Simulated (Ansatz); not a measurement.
# ZrS2 (P-3m1): relaxation of cell and ions

What cell does ZrS2 (P-3m1) relax to? Wanted for ZrS2 (P-3m1): a relaxation of cell and ions.

Computed with the Python package of Ansatz 0.2.0. Level of theory: DFT PBE, plane waves, PAW.

**1. Starting point**

Symmetry: P-3m1, No. 164, trigonal system. Conventional cell: a = 3.691 Å, b = 3.691 Å, c = 6.041 Å, α = 90.00°, β = 90.00°, γ = 120.00°. Zr (site symmetry -3m) is surrounded by 6 S at 2.57 Å. Around S (site symmetry 3m) lie 3 Zr at 2.57 Å.

No structure file is read: the coordinates are typed or built in the script.

**2. Script**

vcrelax_zrs2.py reads:

```python
"""Cell relaxation of ZrS2."""

import ansatz as az
from ase import Atoms
from ase.data import atomic_numbers
from ase.neighborlist import neighbor_list
import numpy as np
from pymatgen.analysis.ewald import EwaldSummation
from pymatgen.core import Structure
import spglib

MESH = (6, 6, 4)
SMEARING = "fixed"
CUTOFF_EV = 450
XC = "pbe"
FORCE_TOL = 0.03

def edges_and_angles(cell):
    cell = np.asarray(cell)
    a, b, c = np.linalg.norm(cell, axis=1)
    cosines = cell[1] @ cell[2] / (b * c), cell[0] @ cell[2] / (a * c), cell[0] @ cell[1] / (a * b)
    return (a, b, c, *np.degrees(np.arccos(cosines)))


def main() -> None:
    lattice = az.Lattice.of(
        (3.691383, 0.0, 0.0),
        (-1.845691, 3.196831, 0.0),
        (0.0, 0.0, 6.041077),
    )
    sites = [
        ("Zr", (0.0, 0.0, 0.0)),
        ("S", (2 / 3, 1 / 3, 0.76209)),
        ("S", (1 / 3, 2 / 3, 0.23791)),
    ]
    structure = az.Crystal(lattice=lattice)
    for symbol, position in sites:
        structure = structure.atom(symbol, position)

    # a pressure is positive in compression
    calc = (
        structure.calculation()
        .kpoints(*MESH)
        .occupations(SMEARING)
        .basis(CUTOFF_EV)
        .pseudopotentials("paw")
        .functional(XC)
        .relax(force_tolerance=FORCE_TOL, pressure=20 * az.kbar, stress_tolerance=0.1)
        .bader_charges()
    )
    steps = []


    def follow(event):
        if event["event"] != "relax_step":
            return
        row = event["data"]
        steps.append(row)
        print(f"step {row['step']:3d}  E = {row['lagrangian_ev']:.5f} eV  largest force component = {row['allowed_force_max_ev_ang']:.4f} eV/A  P = {row['pressure_gpa']:.3f} GPa")


    result = calc.session().plan(threads=1).execute(on_event=follow)
    rep = result.report

    first, last = steps[0], steps[-1]
    symbols = [site.symbol for site in result.lattice.sites]
    print(f"energy gained {first['lagrangian_ev'] - last['lagrangian_ev']:.4f} eV in {len(steps) - 1} steps")
    for label, vectors in (("before", first["cell_ang"]), ("after", result.lattice.cell_ang)):
        print(label, "a b c (A) {:.4f} {:.4f} {:.4f}  angles {:.2f} {:.2f} {:.2f}".format(*edges_and_angles(vectors)), f" V = {abs(np.linalg.det(vectors)):.3f} A^3")
    print("final stress xx yy zz (GPa, compression positive):", np.round(np.diag(rep["stress_gpa"]), 3) + 0.0)

    fractions = [site.position_frac for site in result.lattice.sites]
    numbers = [atomic_numbers[s] for s in symbols]
    for tolerance in (1e-3, 1e-2, 1e-1):
        print(f"space group at {tolerance} A:", spglib.get_spacegroup((result.lattice.cell_ang, fractions, numbers), symprec=tolerance))

    final = Atoms(symbols, positions=last["positions_ang"], cell=result.lattice.cell_ang, pbc=True)
    i, j, d = neighbor_list("ijd", final, 4.5)
    print("neighbours within 1.15 times the shortest distance of each atom (A)")
    for atom in range(len(final)):
        near = [m for m in np.argsort(d) if i[m] == atom]
        shell = [m for m in near if d[m] < 1.15 * d[near[0]]]
        print(f"{symbols[atom]}{atom} ({len(shell)}):", ", ".join(f"{symbols[j[m]]} {d[m]:.3f}" for m in shell))

    n_atoms = len(rep["lattice"]["sites"])
    print("F =", round(rep["free_energy_ev"], 4), "eV for", n_atoms, "atoms")
    print("E(sigma -> 0) =", round(rep["energy_sigma0_ev"], 4), "eV, TS =", round(rep["entropy_ts_ev"], 5), "eV")
    print("closed by", rep["closed_by"], "after", rep["n_iterations"], "iterations")

    final = Structure(result.lattice.cell_ang, [s.symbol for s in result.lattice.sites], [s.position_frac for s in result.lattice.sites])
    # point charges of the Bader values: a model, not a term of the DFT energy
    charges = [a.partial_charge_e for a in result.bader_charges().atoms]
    shift = sum(charges) / len(charges)
    ionic = final.copy()
    ionic.add_oxidation_state_by_site([q - shift for q in charges])
    print("Bader charges", [round(q, 3) for q in charges])
    print(f"point-charge energy {EwaldSummation(ionic).total_energy / len(ionic):.3f} eV/atom")

    # count neighbours out to a fixed multiple of the shortest distance
    for index, (site, neighbours) in enumerate(zip(final, final.get_all_neighbors(5.5))):
        first = min(n.nn_distance for n in neighbours)
        shell = [n for n in neighbours if n.nn_distance < 1.1 * first]
        mean = sum(n.nn_distance for n in shell) / len(shell)
        print(f"atom {index} {site.specie.symbol}: {len(shell)} neighbours within 1.1 of the shortest distance, mean {mean:.3f} A")


if __name__ == "__main__":
    main()
```

**3. The calls as engine input**

The package turns the script's settings into the engine's input:

```yaml
crystal:
  lattice:
    - [3.691383, 0.0, 0.0]
    - [-1.845691, 3.196831, 0.0]
    - [0.0, 0.0, 6.041077]
  atoms:
    - { symbol: Zr, position: [0.0, 0.0, 0.0] }
    - { symbol: S, position: [0.6666666666666666, 0.3333333333333333, 0.76209] }
    - { symbol: S, position: [0.3333333333333333, 0.6666666666666666, 0.23791] }
basis:
  ecutwfc: 450.0
kpoints:
  mp_grid:
    grid: [6, 6, 4]
hamiltonian:
  xc: pbe
  pseudopotentials:
    kind: paw
scf:
  occupations:
    method: fixed
relax:
  f_tol: 0.03
  cell:
    p_target: 2.0
    stress_tol: 0.1
output:
  bader: true
```

**4. Launch**

Command:

```bash
python vcrelax_zrs2.py
```

**Question.** What results will this script give? Wanted: free energy; Bader charges; moves of the relaxation; last largest force component; relaxed conventional cell; space group at the end.

**Answer**, as computed:

| quantity | value |
| --- | --- |
| free energy | -5992.5995 eV (-1997.5332 eV/atom) |
| Bader charges | Zr +2.07, S -1.04 e |
| moves of the relaxation | 3 |
| last largest force component | 0.0063 eV/Å |
| relaxed conventional cell | a = 3.650 Å, b = 3.650 Å, c = 5.843 Å, α = 90.00°, β = 90.00°, γ = 120.00° |
| space group at the end | P-3m1 |

What this shows: The volume shrank by 5.4 % over 3 moves under the 2 GPa asked, and the space group stayed P-3m1. Bader charges of up to 2.1 e point to polar bonding. Notes:
- The run is spin-unpolarised.
- Part of the cell is held or a pressure is applied, so the end point needn't be the zero-pressure lattice.
- At a fixed pressure a relaxation lowers the enthalpy F + PV, while F alone can rise.
- Under fixed occupations the level called the Fermi level is the highest filled one on the SCF mesh; off the mesh a filled band can lie a little above it.
- Energies along a relaxation are free energies. Rows at an unchanged volume are solved on a plane-wave basis chosen afresh for that cell, so the energy jumps there and such rows are no steps of the walk.
- The structure is layered, and without a dispersion term the spacing of the layers is poorly determined.
- Symmetry holds the cell in this phase, whether or not it is the stable one at this pressure.
- This cell is a computed structure, which may not be the phase found in nature.
